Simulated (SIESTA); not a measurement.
Te:

```
Te
1.0
     4.45400    0.00000    0.00000
    -2.22700    3.85728    0.00000
     0.00000    0.00000    5.92400
Te
3
Direct
  0.73100 0.73100 0.00000
  0.00000 0.26900 0.66667
  0.26900 0.00000 0.33333
```

Base run:

```yaml
Program: SIESTA 5.4.2
Functional: PBE
Potentials_or_basis: PseudoDojo 0.4 standard (PBE files)
Basis: DZP (energy shift 0.002 Ry)
Grid_cutoff: 500 Ry
Energy_shift: 0.002 Ry
k_mesh: 7 × 7 × 5
Occupations: fermi-dirac, width 0.05 eV
Spin: no spin polarisation
```

Its results: pressure 3.2 GPa; largest force 0.657 eV/Å.

The run is repeated on the same cell with these changes: functional from PBE to PBEsol; potentials or basis from PseudoDojo 0.4 standard (PBE files) to PseudoDojo 0.4 standard (PBEsol files). What comes out?

Pressure 0.8 GPa; largest force 0.617 eV/Å.

Caveats: semicore shells carry a single zeta, which can move pressures by several GPa and volumes by a few percent; the basis of atomic orbitals isn't converged, which shifts pressures, moduli and gaps.

Not every run made on this cell is shown here.
